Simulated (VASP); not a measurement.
Here is a VASP 6.6.1 calculation.

The input INCAR:

```
PREC = Accurate
ENCUT = 520
EDIFF = 1E-7
ISMEAR = 0
SIGMA = 0.02
LREAL = False
LASPH = True
NELM = 60
ALGO = Normal
ISIF = 2
LWAVE = False
LCHARG = True
GGA = PE
LELF = True
LVHAR = True
NBANDS = 15
```

The input KPOINTS:

```
Automatic mesh
0
Gamma
  6 6 6
```

Contents of POSCAR:

```
KBr
1.0
    0.0000000000      3.3836231037      3.3836231037
    3.3836231037      0.0000000000      3.3836231037
    3.3836231037      3.3836231037      0.0000000000
K Br
1 1
Direct
    0.0000000000      0.0000000000      0.0000000000
    0.5000000000      0.5000000000      0.5000000000
```

Potentials or basis: VASP PAW PBE potentials, release 64 (K_sv, Br).

Launch:

```console
$ cat potpaw_PBE.64/K_sv/POTCAR potpaw_PBE.64/Br/POTCAR > POTCAR
$ mpirun -np 1 vasp_std > vasp.out
```

**Question.** Estimate the pressure.

**Answer.** -0.3 GPa.

**Question.** Predict the band gap on the k mesh.

**Answer.** 4.24 eV, direct.
